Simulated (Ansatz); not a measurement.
# Al: how the axes shrink under pressure

Al, P6_3/mmc, a = 2.836 Å, c = 9.322 Å. This isn't the element's structure at ambient conditions. Ansatz: PBEsol, PAW, 420 eV, Γ-centred 18×18×6 mesh on 4 atoms, Gaussian smearing 0.10 eV; no spin polarisation. Cell and atoms are relaxed at each pressure, and no other structure is tried, so the rows at high pressure may lie past a change of phase. y = 100 ln(c/c0) with c0 = 9.3222 Å, so nearly a change in per cent. The pressures are the targets, met within 0.07 GPa.

```
P (GPa) y  100 ln(a/a0)
   -2.0   0.88          0.86
    0.0   0.00          0.00
    2.0  -0.82         -0.74
    5.0  -1.90         -1.75
   10.0      ?             ?
   20.0  -5.72         -5.59
   40.0  -9.22         -8.99
```

Task: Fit y = c1 P + c2 P² to the other rows, give the linear compressibility along c, and predict the missing y.

Result: Least squares on the rows shown. y = −0.3564 P + 0.003169 P². The linear compressibility along c is −c1/100 = 3.56 per TPa, against 3.44 along a from the same fit to the last column (its missing entry is -3.22): the crystal is about as stiff along both at low pressure. The runs next to zero pressure give 4.25 and 4.00, so a parabola over the whole range misstates the start. With a term in P³ added, the coefficient of P becomes -0.4225, 19 % more, which shows how far this figure hangs on the form. At P = 10.0 the fit asked for gives -3.25. The run gave -3.39, so the fit is 0.14 too high, within the rms miss on the fitted rows (0.14).